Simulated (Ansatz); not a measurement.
Which YAML input does this script hand to the engine? (the Ansatz DFT code, driven from Python)

`run_partial.py`
```python
"""Densities of the top valence and bottom conduction bands of ZrSe2."""

from collections import Counter
import itertools
import json

import ansatz as az
import numpy as np
from pymatgen.core import Lattice, Structure
from pymatgen.io.ase import AseAtomsAdaptor

pmg_structure = Structure(
    Lattice([(3.798, 0.0, 0.0), (-1.899, 3.289164, 0.0), (0.0, 0.0, 6.192)]),
    ["Zr", "Se", "Se"],
    [
        (0.0, 0.0, 0.0),
        (1 / 3, 2 / 3, 0.25),
        (2 / 3, 1 / 3, 0.75),
    ],
)
xtal = az.Crystal.from_ase(AseAtomsAdaptor.get_atoms(pmg_structure))

model = (
    xtal.calculation()
    .functional(az.Functional.R2SCAN)
    .basis(20 * az.Ha)
    .kpoints(6, 6, 4)
    .occupations("fixed")
    .band_densities([("v1", "v1"), ("c1", "c1")])
)
result = model.run(events_out="events.ndjson")
data = result.report
with open("events.ndjson") as stream:
    kinds = Counter(json.loads(line)["event"] for line in stream)
print("events:", {kind: kinds[kind] for kind in ("scf_iter", "scf_done", "notice", "finished")})
# share of each window within a sphere about each atom, summed on the grid
cell = np.asarray(result.lattice.cell_ang)
for names, window in zip([("v1", "v1"), ("c1", "c1")], result.band_densities().windows):
    density = window.outcome.density
    rho = density.channels[0].density_e_per_ang3
    axes = density.fft_grid_basis @ cell
    points = np.stack(np.meshgrid(*(np.arange(n) / n for n in rho.shape), indexing="ij"), axis=-1)
    print("bands", names, "electrons", np.round(window.outcome.n_electrons, 3), "peak", round(float(rho.max()), 3), "e/A^3")
    for index, site in enumerate(result.lattice.sites):
        offset = points - np.asarray(site.position_ang) @ np.linalg.inv(axes)
        offset -= np.round(offset)
        distance = np.min([np.linalg.norm((offset + image) @ axes, axis=-1) for image in itertools.product((-1, 0, 1), repeat=3)], axis=0)
        print(f"   {index} {site.symbol:2s} {100 * rho[distance < 0.8].sum() / rho.sum():5.1f} % within 0.8 A")
```

```console
$ python run_partial.py
events: {'scf_iter': 7, 'scf_done': 1, 'notice': 2, 'finished': 1}
bands ('v1', 'v1') electrons [2.] peak 0.193 e/A^3
   0 Zr   2.8 % within 0.8 A
   1 Se   9.4 % within 0.8 A
   2 Se   9.4 % within 0.8 A
bands ('c1', 'c1') electrons [2.] peak 0.391 e/A^3
   0 Zr  21.0 % within 0.8 A
   1 Se   2.0 % within 0.8 A
   2 Se   2.0 % within 0.8 A
```

`input.yaml`:
```yaml
crystal:
  lattice:
    - [3.798, 0.0, 0.0]
    - [-1.899, 3.289164, 0.0]
    - [0.0, 0.0, 6.192]
  atoms:
    - { symbol: Zr, position: [0.0, 0.0, 0.0] }
    - { symbol: Se, position: [0.3333333333333333, 0.6666666666666666, 0.25] }
    - { symbol: Se, position: [0.6666666666666666, 0.3333333333333333, 0.75] }
basis:
  ecutwfc: 544.22772491976
kpoints:
  mp_grid:
    grid: [6, 6, 4]
hamiltonian:
  xc: r2scan
scf:
  occupations:
    method: fixed
output:
  band_densities:
    - { bands: [v1, v1] }
    - { bands: [c1, c1] }
```

Caveats:
- Of the deposited cell: the entry's cell lengths or inner coordinates differ somewhat from later room-temperature determinations.
- The structure is a deposited one; some such entries were measured under pressure or heat, so a shift against it needn't be the functional's error alone.
- The windows are summed over all k-points with every state counted as full, the empty ones too; where a window cuts a degenerate level its bands share the weight. Values near the nuclei depend on the potentials. Spheres that overlap count density twice, so shares are no populations.
- Timing: 9.8 s on 1 thread of Arm Neoverse V1, on a shared host, peak memory 0.62 GiB.
